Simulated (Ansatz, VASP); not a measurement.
# Au (Au wire along [110], 17 atoms a period) in two plane-wave programs

One calculation is typed for both programs; each brings its own data sets. How far apart do they land? The structure shown is the start of the Ansatz relaxation below; VASP solves that cell, so the two are compared at the walk's first step.

Program: Ansatz 0.2.0. Level of theory: plane waves, with VASP 6.6.1 beside it; single point at PBE. Results are calculated unless marked as measured.

### 1. The structure

The cell holds 17 atoms: 17 Au. Its edges and angles: a = 15.120 Å, b = 15.625 Å, c = 2.942 Å, α = 90.0°, β = 90.0°, γ = 90.0°. Vacuum lies along a and b. The structure's axis is c.

### 2. Ansatz: relaxation, PBE

Ansatz runs on its PAW soft_1 files.

The two programs are compared at the cell with which this relaxation starts, whose forces are those of its first step.

input.yaml reads:

```yaml
crystal:
  lattice:
    - [15.12, 0.0, 0.0]
    - [0.0, 15.625, 0.0]
    - [0.0, 0.0, 2.9415642097]
  atoms:
    - { symbol: Au, position: [0.224867725, 0.688250274, 0.0] }
    - { symbol: Au, position: [0.224867725, 0.499990164, 0.0] }
    - { symbol: Au, position: [0.5, 0.688250274, 0.0] }
    - { symbol: Au, position: [0.5, 0.499990164, 0.0] }
    - { symbol: Au, position: [0.775132275, 0.688250274, 0.0] }
    - { symbol: Au, position: [0.775132275, 0.499990164, 0.0] }
    - { symbol: Au, position: [0.362433862, 0.2176, 0.5] }
    - { symbol: Au, position: [0.362433862, 0.405860109, 0.5] }
    - { symbol: Au, position: [0.362433862, 0.594120219, 0.5] }
    - { symbol: Au, position: [0.362433862, 0.782380328, 0.5] }
    - { symbol: Au, position: [0.637566138, 0.2176, 0.5] }
    - { symbol: Au, position: [0.637566138, 0.405860109, 0.5] }
    - { symbol: Au, position: [0.637566138, 0.594120219, 0.5] }
    - { symbol: Au, position: [0.637566138, 0.782380328, 0.5] }
    - { symbol: Au, position: [0.224867725, 0.311730055, 0.0] }
    - { symbol: Au, position: [0.5, 0.311730055, 0.0] }
    - { symbol: Au, position: [0.775132275, 0.311730055, 0.0] }
kpoints:
  mp_grid: { grid: [1, 1, 28] }
scf:
  occupations: { method: fermi_dirac, width: 0.05 }
hamiltonian:
  xc: pbe
  pseudopotentials: { kind: paw, azcp: { folder: soft_1 } }
relax:
  cell: { fix: [a, b, alpha, beta, gamma] }
  max_steps: 45
  f_tol: 0.03
```

Run with:

```bash
ansatz run input.yaml --threads 4 --pin off --max-ram 16384MiB --backend cpu --events-out ev --progress --plain --runs-dir out
```

Numbers of over 12 decimals in the logs are rounded to 6 here.

Log:

```text
Engine: ansatz 0.2.0, aarch64-unknown-linux-gnu
Pseudopotentials: kind: paw
Pseudopotential: Au, paw, valence charge 19, recommended cutoff 420 eV (normal), soft_1/Au.paw.azcp
Functional definition: PBE
  parameter kappa = 0.804
  parameter beta = 0.066725
  exchange = pbe_x(kappa = kappa, mu = beta*pi^2/3)
  correlation = pbe_c(beta = beta)
Crystal: 17 atoms, lattice volume = 694.945 Å³
Basis set: ecut = 420 eV, 13491 PW (Γ), exchange–correlation on 216×216×40 points (8 copies of the dense FFT grid, shifted against one another)
Bands: 194, of which v1, the nominal top of the filled ones, is band 162 counted from 1 (161 counted from 0)
Symmetry: 8 space group operations
Space group: Pmmm (ITA 47), of the structure as read, at distance tolerance 8.9e-5 Å
k-points: 15 of 28
Non-local potential: Au, projectors of the file, l = 0: 3, l = 1: 2, l = 2: 2, l = 3: 1
PAW form: soft (Blöchl's): semilocal exchange-correlation on the pseudo side does not see the compensation charge
PAW one-centre angular grid: Au, 590 points (default); XC on 64 Gauss nodes
Initial density: superposition of atomic densities (neutral atoms: chi_scale 0, normalization atom)
Initial wavefunctions: pseudopotential atomic-orbital guess
Functional: x = pbe(κ = 0.804, μ = 0.219515), c = pbe(β = 0.066725)
SCF iter   1: F=—  HF=-223567.383293 eV  |F-HF|=—  |Δ(HF+E_count)|=         —  Δρ=3.89e-2  dr2=1.35e1  ethr=3.10e-3  ⟨swp⟩=6.3  Hψ=11030  notcnv=0  defer=80
preconditioner: auto → LDOS  [metal: Δε(μ)=0.017 eV  Ē_g=7.606 eV  σ=0.050 eV  W_gap=0.08  n_scr=146 (ndim 8)  ℏωp=19.3 eV  f_vac=0.482  D(μ)=6.35/eV (n_scr^D=32)  β→1.0]
SCF iter   2: F=—  HF=-223567.899812 eV  |F-HF|=—  |Δ(HF+E_count)|=   5.17e-1  Δρ=4.18e-2  dr2=1.31e1  ethr=3.10e-3  ⟨swp⟩=3.0  Hψ=6473  notcnv=0  defer=331
SCF iter   3: F=—  HF=-223563.905545 eV  |F-HF|=—  |Δ(HF+E_count)|=    3.99e0  Δρ=2.81e-3  dr2=6.70e-2  ethr=3.10e-3  ⟨swp⟩=2.0  Hψ=4915  notcnv=0  defer=335
SCF iter   4: F=—  HF=-223563.901561 eV  |F-HF|=—  |Δ(HF+E_count)|=   3.98e-3  Δρ=1.38e-3  dr2=3.92e-2  ethr=2.08e-5  ⟨swp⟩=2.7  Hψ=5886  notcnv=0  defer=335
SCF iter   5: F=—  HF=-223563.896073 eV  |F-HF|=—  |Δ(HF+E_count)|=   5.49e-3  Δρ=4.37e-4  dr2=9.87e-4  ethr=1.21e-5  ⟨swp⟩=2.0  Hψ=4022  notcnv=0  defer=335
SCF iter   6: F=—  HF=-223563.896667 eV  |F-HF|=—  |Δ(HF+E_count)|=   5.95e-4  Δρ=1.19e-4  dr2=1.42e-4  ethr=3.05e-7  ⟨swp⟩=2.1  Hψ=4040  notcnv=0  defer=335
SCF iter   7: F=—  HF=-223563.896678 eV  |F-HF|=—  |Δ(HF+E_count)|=   1.09e-5  Δρ=3.59e-5  dr2=1.27e-5  ethr=4.40e-8  ⟨swp⟩=2.1  Hψ=3984  notcnv=0  defer=335
SCF iter   8: F=—  HF=-223563.897075 eV  |F-HF|=—  |Δ(HF+E_count)|=   3.97e-4  Δρ=1.33e-5  dr2=8.96e-7  ethr=3.94e-9  ⟨swp⟩=2.4  Hψ=4475  notcnv=0  defer=335
SCF iter   9: F=-223563.897076 eV  HF=-223563.897076 eV  |F-HF|=9.78e-9  |Δ(HF+E_count)|=   6.51e-7  Δρ=3.41e-6  dr2=8.89e-8  ethr=3.10e-11  ⟨swp⟩=5.0  Hψ=10629  notcnv=0
SCF 1 converged in 9 iterations: F = -223563.897076 eV  dr2 = 8.89e-8
  greatest PAW one-centre occupation: 1.000 electrons in one spin orbital (limit 2), on the Au atom at site 15 (counted from 0), in its partial waves of l = 0
relax step   1: F+E_penalty+E_count = -223563.89707605 eV  Δ(F+E_penalty+E_count) = +0.000e0 eV  max|allowed force component| = 4.751e-1 eV/Å  Δτ_max = 0.0000 Å  P = -2.476 GPa  Ω = 694.945 Å³  fix = [a, b, alpha, beta, gamma]  reactions: a -1.561, b -1.759 GPa  (9 SCF iters, dr2 threshold 1.00e-7 eV, accepted)
[...]
relax step   6: F+E_penalty+E_count = -223564.65032672 eV  Δ(F+E_penalty+E_count) = -3.813e-3 eV  max|allowed force component| = 1.648e-2 eV/Å  Δτ_max = 0.0838 Å  P = +0.053 GPa  Ω = 658.148 Å³  energy of the carried Pulay correction = +5.594e-3 eV  fix = [a, b, alpha, beta, gamma]  reactions: a +0.001, b +0.104 GPa  (7 SCF iters, dr2 threshold 2.76e-7 eV, accepted)
[...]
relax step   7: F+E_penalty+E_count = -223564.65122670 eV  Δ(F+E_penalty+E_count) = -9.000e-4 eV  max|allowed force component| = 4.430e-3 eV/Å  Δτ_max = 0.0165 Å  P = +0.025 GPa  Ω = 658.751 Å³  energy of the carried Pulay correction = +5.498e-3 eV  fix = [a, b, alpha, beta, gamma]  reactions: a +0.022, b +0.059 GPa  (7 SCF iters, dr2 threshold 7.04e-9 eV, accepted)
[...]
relax step   8: F+E_penalty+E_count = -223564.64560443 eV  Δ(F+E_penalty+E_count) = +5.622e-3 eV  max|allowed force component| = 4.620e-3 eV/Å  Δτ_max = 0.0000 Å  P = +0.025 GPa  Ω = 658.751 Å³  fix = [a, b, alpha, beta, gamma]  reactions: a +0.022, b +0.060 GPa  stress off target by 7.20e-3 GPa on what of the cell is left free  SCF on the basis re-selected at this cell (its energy is not comparable with the rows above)  (7 SCF iters)
basis re-selected at this cell: Δ(F+E_penalty+E_count) = +5.622e-3 eV, ΔP = -0.000 GPa vs the last step (what re-selecting the basis moved, of the pressure what is left beyond the Pulay correction that the steps carried, after the strain that the cell walked since its last selection, with what the two solves' SCF thresholds leave and, on support functions, any second-order correction that the steps lacked; it is no m [...]
SCF converged after 7 iterations
Free energy (F): -223564.645604 eV
Harris-Foulkes:  -223564.645604 eV  (|F-HF|=2.91e-11)
Internal energy: -223564.598620 eV  (E = F + TS)
E sigma→0 (E₀):  -223564.622112 eV
Entropy (-TS):   -0.046984 eV (-2.764 meV/atom)
Fermi energy:    6.117574 eV
--- Per-component energies (eV) ---
  E_band       = -8027.911337
  E_kinetic    = 9822.607005
  E_local      = -178265.437012  (includes V_loc(G=0)·N_el)
  E_nonlocal   = 1669.524713
  E_hartree    = 84959.866712
  E_xc         = -3647.592340
  E_vxc        = -4426.610430  (∫ρ·V_xc dr)
  E_paw        = -165443.579812  (= ΣΔE_a)
  E_vpaw       = -6747.755825  (= ΣTr[D̂ρ^β])
  E_aug_tail   = 0.027688  (compensation charges beyond the density's cutoff)
  E_ewald      = 27339.984424
  E_smearing   = -0.046984  (= −TS)
  E_closure    = -0.000000  (closes the sum)
  Σ components = -223564.645604   (vs F -223564.645604, Δ=0.00e0)
--- Forces (eV/Å), atoms counted from 1 ---
  atom   1  Au     0.00100732    -0.00180991     0.00000000
  atom   2  Au     0.00266327     0.00000000     0.00000000
  atom   3  Au     0.00000000    -0.00462048    -0.00000000
  atom   4  Au    -0.00000000     0.00000000     0.00000000
  atom   5  Au    -0.00100732    -0.00180991    -0.00000000
  atom   6  Au    -0.00266327    -0.00000000    -0.00000000
  atom   7  Au    -0.00018534    -0.00346224    -0.00000000
  atom   8  Au    -0.00073324     0.00116238    -0.00000000
  atom   9  Au    -0.00073324    -0.00116238    -0.00000000
  atom  10  Au    -0.00018534     0.00346224    -0.00000000
  atom  11  Au     0.00018534    -0.00346224     0.00000000
  atom  12  Au     0.00073324     0.00116238     0.00000000
  atom  13  Au     0.00073324    -0.00116238     0.00000000
  atom  14  Au     0.00018534     0.00346224     0.00000000
  atom  15  Au     0.00100732     0.00180991     0.00000000
  atom  16  Au     0.00000000     0.00462048     0.00000000
  atom  17  Au    -0.00100732     0.00180991    -0.00000000
  max |Σ_I F_I| component: 6.51e-19 eV/Å
--- Stress (GPa, compression-positive) ---
        0.022224      -0.000000       0.000000
       -0.000000       0.059644      -0.000000
        0.000000      -0.000000      -0.007198
  P = ⅓ Tr σ = 0.0249 GPa (0.249 kbar)
--- Relaxed structure (7 steps of the walk, 7 accepted, 1 SCFs on fresh bases) ---
  F+E_penalty+E_count = -223564.64560443 eV   max|allowed force component| = 4.620e-3 eV/Å   (the final SCF, on the basis selected at the relaxed cell)
  cell:  # Å, volume = 658.7513 Å³
    - [15.12, 0, 0]
    - [0, 15.625, 0]
    - [0, 0, 2.788365]
  atoms:
    - { symbol: Au, position: [0.220684, 0.677410, 1.1936304877415344e-18] }
    - { symbol: Au, position: [0.217248, 0.5, 2.174278851632388e-18] }
    - { symbol: Au, position: [0.500000, 0.712499, 0] }
    - { symbol: Au, position: [0.500000, 0.5, 0] }
    - { symbol: Au, position: [0.779316, 0.677410, -1.1936304877415332e-18] }
    - { symbol: Au, position: [0.782752, 0.5, -2.1742788516323882e-18] }
    - { symbol: Au, position: [0.349128, 0.220632, 0.5] }
    - { symbol: Au, position: [0.366686, 0.405640, 0.5] }
    - { symbol: Au, position: [0.366686, 0.594360, 0.5] }
    - { symbol: Au, position: [0.349128, 0.779368, 0.5] }
    - { symbol: Au, position: [0.650872, 0.220632, 0.5] }
    - { symbol: Au, position: [0.633314, 0.405640, 0.5] }
    - { symbol: Au, position: [0.633314, 0.594360, 0.5] }
    - { symbol: Au, position: [0.650872, 0.779368, 0.5] }
    - { symbol: Au, position: [0.220684, 0.322590, 1.1936304877415338e-18] }
    - { symbol: Au, position: [0.500000, 0.287501, 0] }
    - { symbol: Au, position: [0.779316, 0.322590, -1.1936304877415334e-18] }
```

(Continued in part 2 of 2.)

[Lines on the potential files, build, host, timing and source positions are cut from VASP's logs without a mark.]

[Logs are printed without paths, hosts, clocks, repeated set-up lines and the standing remarks that a program may print on its own settings, such as how far it seeks lower states.]

[Hosts, paths, dates, database ids (printed as entryN), source tags and the programs' standing remarks are cut or masked in the printed files.]
